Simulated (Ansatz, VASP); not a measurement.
## KF in VASP and in Ansatz

```
CELL_PARAMETERS angstrom
0.00000 2.67350 2.80717
2.67350 0.00000 2.80717
2.67350 2.67350 0.00000
ATOMIC_POSITIONS crystal
K 0.00000 0.00000 0.00000
F 0.50000 0.50000 0.50000
```

Change from the starting cell: strain +0.000 along x and y, +0.050 along z, atoms carried along.

Alike in both runs: task single point; functional r2SCAN; k mesh 8 × 8 × 8; occupations gaussian, width 0.05 eV; no spin polarisation.

|  | VASP | Ansatz |
| --- | --- | --- |
| version | VASP 6.6.1 | Ansatz 0.2.0 |
| potentials or method | VASP PAW PBE potentials, release 64 (K_sv, F) | scalar-relativistic, plane waves, PAW |
| plane-wave cutoff (eV) | 520 | 500 |
| valence electrons in the cell | 16 | 16 |

|  | VASP | Ansatz | Ansatz less VASP |
| --- | --- | --- | --- |
| gap on the k mesh at the Fermi level (eV) | 6.54 | 6.54 | +0.001 |
| least direct gap on the mesh (eV) | 6.54 | 6.54 | +0.001 |
| pressure (GPa) | -1.8 | -1.8 | +0.06 |
| largest component of the traceless stress (GPa) | 1.30 | 1.26 | -0.041 |

Caveats: the PAW data sets were made with another functional, which shifts forces and pressure a little (VASP). A k mesh can miss the band edges.
